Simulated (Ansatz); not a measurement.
Crystal: Cu.

```
CELL_PARAMETERS angstrom
-1.44279 1.44279 1.37608
1.44279 -1.44279 1.37608
1.44279 1.44279 -1.37608
ATOMIC_POSITIONS crystal
Cu 0.00000 0.00000 0.00000
```

This isn't the form of Cu at room conditions, which is fcc.

```yaml
Program: Ansatz 0.2.0
Task: relaxation of cell and atoms
Functional: HSEsol
Potentials_or_basis: Ansatz PAW
Cutoff: "420 eV (not typed: the program's choice for these potentials)"
k_mesh: 7 × 7 × 7
Occupations: fermi-dirac, width 0.05 eV
Spin: no spin polarisation
```

At the start: volume 11.46 Å³/atom.

**Question.** Where does the relaxation end?

**Answer.** It ends after 8 steps and the volume is 11.54 Å³/atom (+0.7 %); space group I4/mmm (No. 139, to 0.05 Å).

Step by step:
```
step  energy change (eV)  largest force (eV/Å)  volume (Å³)
   1              0.0000                0.0000        11.46
   2             -0.0066                0.0000        11.50
   3             -0.0200                0.0000        11.64
   4             -0.0208                0.0000        11.57
   5             -0.0209                0.0000        11.55
   6             -0.0207                0.0000        11.55
   7             -0.0207                0.0000        11.54
   8             -0.0207                0.0000        11.54
```

Final structure:
```
CELL_PARAMETERS angstrom
-1.49074 1.49074 1.29840
1.49074 -1.49074 1.29840
1.49074 1.49074 -1.29840
ATOMIC_POSITIONS crystal
Cu 0.00000 0.00000 0.00000
```

Caveat: the k mesh is coarse (spacing up to 0.45 Å⁻¹), so the values aren't converged, least of all with exact exchange; the plane-wave basis is chosen anew once the cell has moved, so the energies of steps on either side of that aren't comparable; the pressure holds a Pulay correction of +0.4 GPa for the finite cutoff; the PAW data sets come from PBE, with cores solved anew for the run's functional, which leaves a small shift of forces and pressure.
